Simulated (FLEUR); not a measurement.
**Sn: equation of state with LDA**

The system is Sn.

```xyz
2
Lattice="0.0000 3.2333 3.2333 3.2333 0.0000 3.2333 3.2333 3.2333 0.0000" Properties=species:S:1:pos:R:3 pbc="T T T"
Sn    4.8500    4.8500    4.8500
Sn    3.2333    3.2333    3.2333
```

This isn't the form of Sn at room conditions, which is tetragonal (white tin).

```json
{"Program": "FLEUR MaX-R8.1 (later development tree)", "Task": "equation of state", "Functional": "LDA", "Potentials or basis": "all-electron", "Basis": "FLAPW", "Kmax": "4.12 1/bohr", "k mesh": "7 × 7 × 7", "Occupations": "fermi-dirac, width 0.05 eV", "Spin": "no spin polarisation", "Gmax": "12.8 1/bohr", "Muffin-tin radii": "Sn 2.38 bohr", "lmax": "Sn 10", "Local orbitals a species": "Sn 5"}
```

| Item | Value |
| --- | --- |
| Equilibrium volume | 33.90 Å³/atom |
| Bulk modulus | 45 GPa |
| Pressure derivative of the bulk modulus | 5.4 (rough: it moves with the points fitted) |

Energy against volume, from the lowest point:
```tsv
volume (Å³/atom)	energy (meV/atom)
31.775	21.26
32.451	9.30
33.803	0.00
35.155	5.84
35.831	13.62
```
